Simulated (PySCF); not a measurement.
## How good is the calculation?

Bonds (- single, = double, # triple, : aromatic): C1-C2 1.515 Å, C2-C3 1.502 Å, C3=O4 1.202 Å. C1 carries H5, H6, H7; C2 carries H8, H9; C3 carries H10.

Non-relativistic Hamiltonian, one averaged value for each set of equivalent atoms, no solvent model, a single conformation. GIAO PBE0/pcSseg-1 shieldings; structure optimised with PBE0-D3(BJ)/def2-SVP; PySCF 2.14.0 with density-fitted response routines.

Reference values: measured (solution, not stated per compound (mostly CDCl3 or CCl4); Pretsch, Buehlmann, Badertscher, Structure Determination of Organic Compounds, 4th ed. (2009)).
```
   atoms  quantity  reference  computed  computed, scaled
      C2     δ ¹³C       36.7      41.9              39.9
      C1     δ ¹³C        5.2       7.0               6.1
   H8/H9      δ ¹H       2.46      2.29              2.38
H5/H6/H7      δ ¹H       1.13      1.02              1.17
```

Reference values: measured (liquid, neat; L. Olsson, D. Cremer, J. Phys. Chem. 100 (1996) 16881).
| atoms | quantity | reference | computed |
| --- | --- | --- | --- |
| O4 | δ ¹⁷O vs gaseous H2O | 615.6 | 694.9 |

Computed shifts are σ(ref) − σ with the named reference compound (TMS for H and C) calculated as an isolated molecule at the same level. The measured values may be among those fitted. Scaled to experiment by linear calibration (H and C: mostly CDCl3 data, vs TMS): ¹³C: δ = 177.62 − 0.967σ (rms 1.9 ppm, 903 shifts, 2.3 ppm with the 23 outliers that the fit left out); ¹H: δ = 29.91 − 0.950σ (rms 0.21 ppm, 511 shifts, 0.22 ppm with the 3 outliers that the fit left out); ¹⁷O: δ = 263.91 − 0.892σ (rms 13.5 ppm, 141 shifts, 14.3 ppm with the 1 outlier that the fit left out vs liquid water, solution or neat liquid). Occasional misses reach two or three times the rms, and more in compound classes unlike the fitted ones.

Task: How far are the unscaled ¹³C shifts from the references?

Result: Mean signed difference +3.50 ppm, mean absolute 3.50 ppm over 2 comparisons; the largest is +5.2 ppm at C2 (sp3 CH2 α to a carbonyl).

Task: How far are the unscaled ¹H shifts from the references?

Result: Mean signed difference -0.14 ppm, mean absolute 0.14 ppm over 2 comparisons; the largest is -0.17 ppm at H8/H9 (hydrogen on an sp3 CH2 α to a carbonyl).

5 of the 11 published NMR values on file for this molecule are compared. The rest: values from further sources.
